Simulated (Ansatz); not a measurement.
Starting structure, clean slab, lower half held (BN, P6_3/mmc (No. 194), (0 0 1) face):

```yaml
crystal:
  lattice:
    - [2.50644, 0.00000, 0.00000]
    - [-1.25322, 2.17064, 0.00000]
    - [0.00000, 0.00000, 30.23369]
  atoms:
    - { symbol: B, position: [0.66667, 0.33333, 0.28114] }
    - { symbol: N, position: [0.33333, 0.66667, 0.28114] }
    - { symbol: B, position: [0.33333, 0.66667, 0.39057] }
    - { symbol: N, position: [0.66667, 0.33333, 0.39057] }
    - { symbol: B, position: [0.66667, 0.33333, 0.50000] }
    - { symbol: N, position: [0.33333, 0.66667, 0.50000] }
    - { symbol: B, position: [0.33333, 0.66667, 0.60943] }
    - { symbol: N, position: [0.66667, 0.33333, 0.60943] }
    - { symbol: B, position: [0.66667, 0.33333, 0.71886] }
    - { symbol: N, position: [0.33333, 0.66667, 0.71886] }
```

Computed with DFT PBE+D3(BJ), scalar-relativistic, plane waves, PAW (Ansatz). Settings: cutoff 420 eV, Γ-centred mesh 12×12×1 on the computed 10-atom cell, Gaussian smearing of 0.05 eV; no spin polarisation. The cell repeats along c with a dipole correction in the vacuum.

Atoms 1, 2, 3, 4 (counted from 1) are held. The cell is fixed. Force threshold 0.03 eV/Å.

(1) Where does it end?

Answers

(1) The energy changes by less than 0.001 eV in 2 steps, to:

```xyz
10
Lattice="2.5064 0.0000 0.0000 -1.2532 2.1706 0.0000 0.0000 0.0000 30.2337" Properties=species:S:1:pos:R:3 pbc="T T T"
B     1.2532    0.7235    8.5000
N     0.0000    1.4471    8.5000
B     0.0000    1.4471   11.8084
N     1.2532    0.7235   11.8084
B     1.2532    0.7235   15.1168
N     0.0000    1.4471   15.1168
B     0.0000    1.4471   18.4253
N     1.2532    0.7235   18.4253
B     1.2532    0.7235   21.7337
N     0.0000    1.4471   21.7337
```